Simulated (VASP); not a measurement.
A run of VASP 6.6.1 is set up as follows.

The input POSCAR:

```
H
1.0
    6.4150690000      0.0000000000      0.0000000000
    0.0000000000      6.4150690000      0.0000000000
    0.0000000000      0.0000000000      6.4150690000
H
16
Direct
    0.3371592730      0.2958814628      0.6055273918
    0.3645167340      0.1924063482      0.5577804385
    0.2042222773      0.8319941687      0.6896574300
    0.0900380027      0.8541607269      0.6692523494
    0.6185592080      0.8924923489      0.6908265523
    0.6126980084      0.9399119479      0.5884893834
    0.4381090835      0.5849040751      0.1125319151
    0.3438466523      0.5942414649      0.1807307139
    0.4613824107      0.0302101193      0.0408257495
    0.4370646676      0.1155716330      0.1122980906
    0.9158436176      0.5728387333      0.3299418915
    0.9865833088      0.4787477734      0.3175491955
    0.9473008007      0.0243956846      0.3192015550
    0.9007229696      0.1025086402      0.3953192086
    0.5675854773      0.4100501491      0.7971543252
    0.6137424243      0.3769561949      0.9022662110
```

INCAR.step1

```
PREC = Accurate
ENCUT = 520
ISMEAR = -1
SIGMA = 0.02
LREAL = Auto
LASPH = T
NELM = 100
NBANDS = 22
GGA = PE
ALGO = Normal
EDIFF = 1E-4
LWAVE = T
LCHARG = F
```

File INCAR.step2:

```
PREC = Accurate
ENCUT = 520
EDIFF = 1E-7
ISMEAR = -1
SIGMA = 0.02
LREAL = Auto
LASPH = T
NELM = 100
ALGO = Normal
ISIF = 2
LWAVE = F
LCHARG = F
METAGGA = R2SCAN
LMIXTAU = T
IVDW = 12
VDW_S6 = 1.0
VDW_S8 = 0.78981345
VDW_A1 = 0.49484001
VDW_A2 = 5.73083694
NBANDS = 22
ISTART = 1
```

File KPOINTS:

```
regular mesh
0
Gamma
  1 1 1
```

Potentials or basis: VASP PAW PBE potentials, release 64 (H).

Run with:

```sh
$ cat potpaw_PBE.64/H/POTCAR > POTCAR
$ cp INCAR.step1 INCAR
$ mpirun -np 1 vasp_gam > vasp.out
$ cp INCAR.step2 INCAR
$ mpirun -np 1 vasp_gam > vasp.out
```

(1) Predict the dispersion energy per atom.

(2) Estimate the band gap on the k mesh.

(3) Estimate the pressure.

Answers

(1) -0.007 eV.

(2) 10.11 eV, direct.

(3) 0.0 GPa.

Caveat: the PAW data sets were made with another functional, which shifts forces and pressure a little.
